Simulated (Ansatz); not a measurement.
NiO:

```
Ni O
1.0
     0.00000    2.09131    2.09131
     2.09131    0.00000    2.09131
     2.09131    2.09131    0.00000
Ni O
1 1
Direct
  0.00000 0.00000 0.00000
  0.50000 0.50000 0.50000
```

Base run:

| Property | Result |
| --- | --- |
| Program | Ansatz 0.2.0 |
| Functional | PBE |
| Potentials or basis | Ansatz PAW |
| Cutoff | 420 eV |
| Density cutoff | 1680 eV |
| k mesh | 11 × 11 × 11 |
| Occupations | fermi-dirac, width 0.05 eV |
| Spin | collinear spin, ferromagnetic start |
| Starting moments | [1.0, 0.0] μB |
| Hubbard terms | Ni d U = 6 eV |

Its results: band gap on the k mesh 2.18 eV, indirect (least direct gap 2.84 eV); pressure 12.3 GPa; net moment 2.00 μB per cell; site moments Ni +1.72; O +0.21 μB.

Problem. After a change of settings the same cell gave: band gap on the k mesh 2.40 eV, indirect (least direct gap 3.59 eV); pressure 14.3 GPa; net moment 2.00 μB per cell; site moments Ni +1.75; O +0.17 μB. Which change was it?
A. hubbard terms from Ni d U = 6 eV to Ni d U = 5 eV
B. hubbard terms from Ni d U = 6 eV to Ni d U = 8 eV
C. hubbard terms from Ni d U = 6 eV to none; hubbard projectors from ortho-atomic (the default) to none

Solution. B.

Caveats: the magnetic or orbital state may not be the lowest; a cell with one magnetic atom can't hold antiferromagnetic order, which such compounds often take.

Not every run made on this cell is shown here.
